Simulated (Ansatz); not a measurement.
Crystal: AlRu.

```
CELL_PARAMETERS angstrom
2.99160 0.00000 0.00000
0.00000 2.99160 0.00000
0.00000 0.00000 2.99160
ATOMIC_POSITIONS crystal
Ru 0.50000 0.50000 0.50000
Al 0.00000 0.00000 0.00000
```

Program: Ansatz 0.2.0. Alike in all runs: potentials or basis Ansatz PAW; no spin polarisation; cell as given; k mesh 9 × 9 × 9.

Q: Order these runs on this cell by their pressure, lowest first.
A. level r2SCAN; cutoff (eV) 500; smearing fermi-dirac 0.05 eV; points for each segment of the path 14
B. level RPBE; cutoff (eV) 420; smearing fermi-dirac 0.05 eV; points for each segment of the path 14
C. level PBE; cutoff (eV) 420; smearing gaussian 0.027 eV
D. level BLYP; cutoff (eV) 420; smearing fermi-dirac 0.05 eV; points for each segment of the path 14

A: A (-2.0 GPa), C (2.5 GPa), B (6.1 GPa), D (9.1 GPa).

Caveats: the PAW data sets come from PBE, with cores solved anew for the run's functional, which leaves a small shift of forces and pressure (some runs).
